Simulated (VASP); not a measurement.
Ni:

```
Ni
1.0
    -0.02115    1.76778    1.73056
     1.74262   -0.02156    1.73097
     3.40530    3.45645    0.03681
Ni
2
Cartesian
  0.0371 1.7503 1.6826
  1.7397 3.4785 1.7010
```

The cell isn't the ideal one: cell strained at random at fixed volume.

- Program: VASP 6.6.1
- Task: relaxation of cell and atoms
- Functional: BLYP
- Dispersion: D4
- Potentials or basis: VASP PAW PBE potentials, release 64 (Ni)
- Cutoff: 600 eV
- k mesh: 13 × 13 × 7
- Occupations: methfessel-paxton, width 0.2 eV
- Spin: collinear spin, antiferromagnetic start
- Starting moments: [1.0, -1.0] μB

At the start: pressure 3.5 GPa; volume 10.49 Å³/atom.

Where does the relaxation end?

Over 9 steps the energy falls by 8.6 meV/atom and the volume is 10.66 Å³/atom (+1.6 %); space group Fm-3m (No. 225, to 0.05 Å); moment 0.00 μB per cell.

The path:
```tsv
step	energy change (eV)	largest force (eV/Å)	pressure (GPa)	volume (Å³)
1	0.0000	0.0000	3.55	20.98
2	-0.0112	0.0000	-3.36	21.69
3	-0.0123	0.0000	-1.85	21.53
4	-0.0168	0.0000	-0.09	21.34
5	-0.0168	0.0000	0.02	21.33
6	-0.0168	0.0000	0.18	21.31
7	-0.0168	0.0000	0.04	21.32
8	-0.0170	0.0000	0.04	21.32
9	-0.0172	0.0000	0.03	21.33
```

Final structure:
```
Ni
1.0
     0.00127    1.74506    1.74031
     1.74690   -0.00068    1.74208
     3.50321    3.50222   -0.01070
Ni
2
Direct
  0.96458 0.00739 0.01310
  0.96458 0.00739 0.51310
```

Caveat: the PAW data sets were made with another functional, which shifts forces and pressure a little; pairwise dispersion overbinds metals, which lowers pressure and volume.
